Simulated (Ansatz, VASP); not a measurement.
## One calculation of Ir, two programs

File INCAR:

```
PREC = Accurate
ENCUT = 600
EDIFF = 1E-6
ISMEAR = -1
SIGMA = 0.05
LREAL = False
LASPH = True
NELM = 80
ALGO = Normal
ISIF = 3
LWAVE = False
LCHARG = False
GGA = B5
ALDAX = 1.0
AGGAX = 1.0
AGGAC = 1.0
ALDAC = 0.0
IBRION = 2
NSW = 80
EDIFFG = -0.02
```

File KPOINTS:

```
regular mesh
0
Gamma
  12 12 12
```

The input POSCAR:

```
Ir
1.0
    0.0000000000      1.9156000000      1.9156000000
    1.9156000000      0.0000000000      1.9156000000
    1.9156000000      1.9156000000      0.0000000000
Ir
1
Direct
    0.0000000000      0.0000000000      0.0000000000
```

Contents of input.yaml:

```yaml
crystal:
  lattice:
    - [0.0, 1.9156, 1.9156]
    - [1.9156, 0.0, 1.9156]
    - [1.9156, 1.9156, 0.0]
  atoms:
    - { symbol: Ir, position: [0.0, 0.0, 0.0] }
kpoints:
  mp_grid: { grid: [12, 12, 12] }
scf:
  occupations: { method: fermi_dirac, width: 0.05 }
hamiltonian:
  xc: blyp
  pseudopotentials: { kind: all_electron, lapw: { basis_error: 0.001 } }
output:
  forces: true
  stress: true
relax:
  f_tol: 0.02
  max_steps: 60
  cell: {}
```

Alike in both runs: task relaxation of cell and atoms; functional BLYP; k mesh 12 × 12 × 12; occupations fermi-dirac, width 0.05 eV; no spin polarisation.

```csv
,VASP,Ansatz
version,VASP 6.6.1,Ansatz 0.2.0
potentials or method,"VASP PAW PBE potentials, release 64 (Ir)","all-electron LAPW, scalar-relativistic"
plane-wave cutoff (eV),600,see its input
```

|  | VASP | Ansatz | Ansatz less VASP |
| --- | --- | --- | --- |
| relaxed volume (Å³/atom) | 15.35 | 15.22 | -0.123 |
| relaxed cell length with the largest relative difference (Å) | 2.789 | 2.782 | -0.0075 |
| energy change over the relaxation (meV/atom) | -119 | -96 | +22.3 |

Ansatz ran all-electron here, so the differences hold the error of VASP's frozen core and of both bases.

Caveats: the PAW data sets were made with another functional, which shifts forces and pressure a little (VASP). The runs have no spin-orbit coupling, so splittings on Ir are missing. BLYP gives volumes clearly too large for solids.
